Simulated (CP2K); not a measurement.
Runs of CP2K 2026.2 on Se. The structure is trigonal, space group P3_121 (No. 152). The conventional cell has a = 4.366 Å, b = 4.366 Å, c = 4.954 Å, α = 90.00°, β = 90.00°, γ = 120.00°. Se (site symmetry 2) has 2 Se at 2.37 Å as nearest neighbours. 

```tsv
task	level	potentials or basis	smearing	EPS_DEFAULT	NGRIDS	potentials	points a segment of the path (NPOINTS)	bands added on the path	gap on the mesh (eV)	pressure (GPa)	largest force (eV/Å)
band structure	PBEsol	POTENTIAL_UZH Se GTH-PBE-q6; TZVP-MOLOPT-PBE-GTH basis	fermi-dirac 0.1 eV	1.0E-10	5	Se GTH-PBE-q6 of POTENTIAL_UZH	8	6	1.10	1.9	0.74
single point	PBEsol	POTENTIAL_UZH Se GTH-PBE-q6; TZVP-MOLOPT-PBE-GTH basis	gaussian 0.1 eV	1.0E-10	4	Se GTH-PBE-q6 of POTENTIAL_UZH	-	-	1.10	1.9	0.74
band structure	TB-mBJ	POTENTIAL_UZH Se GTH-PBE-q6; TZVP-MOLOPT-PBE-GTH basis	fermi-dirac 0.05 eV	1.0E-9	4	Se GTH-PBE-q6 of POTENTIAL_UZH	6	4	1.48	-	-
band structure	LDA	GTH_POTENTIALS Se GTH-PADE-q6; TZVP-MOLOPT-PBE-GTH basis	fermi-dirac 0.0259 eV	1.0E-10	5	Se GTH-PADE-q6 of GTH_POTENTIALS	10	4	1.11	-0.4	(a)
```

Alike in all rows: no spin polarisation; cell as given; k mesh 7 × 7 × 6.

Question: Estimate the missing entries.

Answer: (a) 0.41.

Caveats: the basis of atomic orbitals isn't converged, which shifts pressures, moduli and gaps; the potentials were made for another functional, which shifts forces and pressure (some runs); the mesh misses the band edges, which the band path finds closer together (some runs); an odd mesh through Γ misses points on the zone boundary, where band edges often lie (some runs); this is a model potential without an energy functional, so only levels have meaning (some runs).

A k mesh can miss the band edges, and the runs leave out spin-orbit coupling on Se.

Runs at the PBE level aren't shown here.
